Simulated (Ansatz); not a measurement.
CsPbI₃ (cubic perovskite)

```cif
data_CsI3Pb
_chemical_formula_sum 'Cs1 Pb1 I3'
_space_group_name_H-M_alt 'Pm-3m'
_space_group_IT_number 221
_space_group_name_Hall '-P 4 2 3'
_cell_length_a 6.24728
_cell_length_b 6.24728
_cell_length_c 6.24728
_cell_angle_alpha 90.000
_cell_angle_beta 90.000
_cell_angle_gamma 90.000
loop_
_atom_site_label
_atom_site_type_symbol
_atom_site_symmetry_multiplicity
_atom_site_Wyckoff_symbol
_atom_site_fract_x
_atom_site_fract_y
_atom_site_fract_z
_atom_site_occupancy
Cs1 Cs 1 a 0.00000 0.00000 0.00000 1
Pb1 Pb 1 b 0.50000 0.50000 0.50000 1
I1 I 3 c 0.00000 0.50000 0.50000 1
```

Two coordinates are scanned: the volume, and the ratio of the stretch along z (the conventional c axis) to the stretch across it. Atoms keep their fractional coordinates.

These are PBEsol (plane waves to 420 eV, PAW, scalar-relativistic; Ansatz, a quantum-chemistry and plane-wave program) values and carry that method's errors. k mesh 6×6×6 (Γ-centred), Fermi-Dirac smearing 0.05 eV. Energies are smeared free energies. CsPbI3 was relaxed with its symmetry unable to fall. Spin-orbit coupling is left out, though I and Pb are heavy. This is a high-temperature form of CsPbI3. ΔE is measured from the relaxed starting cell.

Question: Give the computed ΔE (meV/atom) at all points of the grid V/V₀ = 0.920, 0.960, 1.000, 1.040, 1.080 by (c/a)/(c/a)₀ = 0.880, 0.940, 1.000, 1.060, 1.120.

Answer: ΔE (meV/atom), with V/V₀ across and (c/a)/(c/a)₀ down:

```tsv
(c/a)/(c/a)₀ \ V/V₀	0.920	0.960	1.000	1.040	1.080
0.880	116.7	89.9	75.0	69.8	72.4
0.940	41.0	23.1	16.1	18.0	26.8
1.000	19.9	4.6	0.0	3.9	14.6
1.060	36.6	19.1	12.6	14.8	23.9
1.120	80.4	57.1	45.3	42.9	48.0
```

(A scan under strain: stresses follow from slopes of the energy per volume, elastic moduli from its curvatures.)
